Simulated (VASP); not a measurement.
# Converging a slab model of a single sheet of Te2Mo, part 5 of 5

How far does the level below the vacuum of a single sheet of Te2Mo depend on the numerical settings, and how far on the functional?

VASP 6.6.1, plane waves and PAW; the level of theory is named at each step.

So far. Step 18 (Another level, functional optB88-vdW, disp nonlocal): Against the base run its depth below the vacuum changes by +0.19 eV. Step 19 (Another level, functional r2SCAN, disp none): Against the base run its depth below the vacuum changes by +0.07 eV.

**21. With spin orbit coupling (continued)**

Level of this step: PBEsol, spin-orbit coupling, no spin polarisation; plane waves and PAW (Te, Mo) (VASP).

OUTCAR, selected parts (step 21):

```text
  Total       -1.7336235     -1.7336235     -0.7528114      0.0000000      0.0000000      0.0000000
  in kB      -13.6177585    -13.6177585     -5.9133969      0.0000000      0.0000000      0.0000000
  external PRESSURE =     -11.0496380 kB  Pullay stress =       0.0000000 kB

 POSITION                                       TOTAL-FORCE (eV/Angst)
 -----------------------------------------------------------------------------------
     -0.00000      2.05559     11.07948        -0.000000     -0.000000     -0.186423
     -0.00000      2.05559      7.50000         0.000000      0.000000      0.205305
      1.78020      1.02780      9.29064         0.000000     -0.000000     -0.018882
 -----------------------------------------------------------------------------------
    total drift:                                0.000001     -0.000001      0.000013

  FREE ENERGIE OF THE ION-ELECTRON SYSTEM (eV)
  ---------------------------------------------------
  free  energy   TOTEN  =       -19.8146943155 eV

  energy  without entropy=      -19.8146943154  energy(sigma->0) =      -19.81469432

 magnetization (x)
# of ion       s       p       d       tot
------------------------------------------
    1       -0.000   0.000   0.000  -0.000
    2       -0.000  -0.000   0.000  -0.000
    3        0.000  -0.000   0.000  -0.000
--------------------------------------------------
tot         -0.000  -0.000   0.000  -0.000

 magnetization (y)
# of ion       s       p       d       tot
------------------------------------------
    1        0.000   0.000   0.000   0.000
    2        0.000   0.000   0.000   0.000
    3        0.000   0.000   0.000   0.000
--------------------------------------------------
tot          0.000   0.000   0.000   0.000

 magnetization (z)
# of ion       s       p       d       tot
------------------------------------------
    1       -0.000   0.000   0.000  -0.000
    2        0.000  -0.000  -0.000  -0.000
    3       -0.000  -0.000   0.000  -0.000
--------------------------------------------------
tot         -0.000  -0.000  -0.000  -0.000

[... 1 part as in an earlier step ...]

[... 2 further parts left out ...]
[key lines of the parts left out:]
E-fermi :  -0.3898
```

This step gave:

| Item | Value |
| --- | --- |
| electronic cycles | 25 |
| free energy (TOTEN) | -19.81 eV |
| Fermi energy | -0.3898 eV |
| dipole moment | 0, 0, 1.49e-4 e·Å |
| vacuum levels | 4.266, 4.264 eV |
| ionisation potentials of the upper and lower face | 4.864, 4.862 eV |
| electron affinities of the upper and lower face | 3.953, 3.951 eV |
| highest filled level below the vacuum | 4.864 eV |
| gap on the k-mesh | 0.9106 eV |
| least direct gap on the k-mesh | 0.9106 eV |

The spin moment in the PAW sphere vanishes on all atoms.

Against the base run its depth below the vacuum changes by -0.14 eV.

**22. The ladder**

Times are for 4 MPI ranks of Intel Xeon 6975P-C (Granite Rapids), shared host. The runs compared:

```
no.                       run  electronic cycles  bands  irreducible k-points  free energy (TOTEN) (eV)  eigenvalues first band   time  memory (GiB)
  1                  base run                 23     15                    12                    -19.60                       1    4 s          0.65
  2    series over the cutoff                 22     15                    12                    -19.59                       1    3 s          0.51
  3    series over the cutoff                 23     15                    12                    -19.59                       1  3.6 s          0.57
  4  series over the smearing                 23     15                    12                    -19.60                       1    4 s          0.66
  5  series over the smearing                 23     15                    12                    -19.60                       1    4 s          0.64
  6  with spin orbit coupling                 25     30                    19                    -19.81                       7   19 s           1.4
```

**23. All runs together**

This step: slab, study of settings, base PBEsol; plane waves and PAW (VASP 6.6.1).

No new run; the numbers come from the runs before.

This step gave:

```
highest filled level below the vacuum : 4.999 eV
```

Energies of other functionals are not comparable and are left out. All runs:

```
change from the base run  level below the vacuum (eV)  shift (eV)  energy change (meV/atom)  core seconds
                    base                        4.999           0                         0            16
              mesh 3 x 3                        4.837      -0.162                     -42.2           8.8
              mesh 6 x 6                        4.999           0                       0.7          14.4
            mesh 12 x 12                        4.999           0                         0            20
              vacuum 5 A                            -           -                        31             8
              vacuum 8 A                            -           -                       0.6           9.6
             vacuum 24 A                            5       0.001                       0.1          20.8
           cutoff 210 eV                        4.994      -0.005                       4.5            12
           cutoff 280 eV                        4.999      -0.001                       1.7          14.4
        smearing 0.02 eV                        4.999           0                         0            16
         smearing 0.4 eV                            5           0                       0.7            16
                     LDA                        5.207       0.207                         -            12
                     PBE                        4.923      -0.076                         -            16
                    RPBE                        4.812      -0.187                         -            16
              optB88-vdW                        5.189       0.189                         -           116
                  r2SCAN                        5.065       0.066                         -            40
     spin-orbit coupling                        4.864      -0.136                         -          76.8
```

**24. Results**

```
highest filled level below the vacuum : 5.00 eV
```

The base run puts the highest filled level 5.00 eV below the vacuum at the upper face. Among the meshes tried the largest shift is -0.16 eV (mesh 3 x 3, at 0.55 times the cost). The vacuum widths shift it by about 0.01 eV or less. The lower cutoffs shift it by about 0.01 eV or less. The smearing widths shift it by about 0.01 eV or less. With vacuum 5 A and vacuum 8 A the program printed no vacuum level, so no level is given there, and the line on vacuum widths holds for the others alone. The functionals span 0.39 eV, from RPBE to LDA. The program warns that it found no field-free region at its default tolerance, also in runs whose level could not be checked against a flat part of the potential; that adds doubt to those levels. The thickness of the slab was not varied, and the small cell can't reconstruct. Costs come from a shared host, and the base run also writes a finer density of states, so small ratios mean little. All runs hold the atoms as cut and share one family of PAW data sets, so relaxation and each functional's own lattice are left out.

[Lines on the potential files, build, host, timing and source positions are cut from VASP's logs without a mark.]

[Logs are printed without paths, hosts, clocks, repeated set-up lines and the standing remarks that a program may print on its own settings, such as how far it seeks lower states.]

[Hosts, paths, dates, database ids (printed as entryN), source tags and the programs' standing remarks are cut or masked in the printed files.]

[In band tables of VASP the shares of atoms and orbitals are scaled to a sum of 1 inside the atoms' spheres.]

[Runs that stopped without an error message from VASP are left out.]
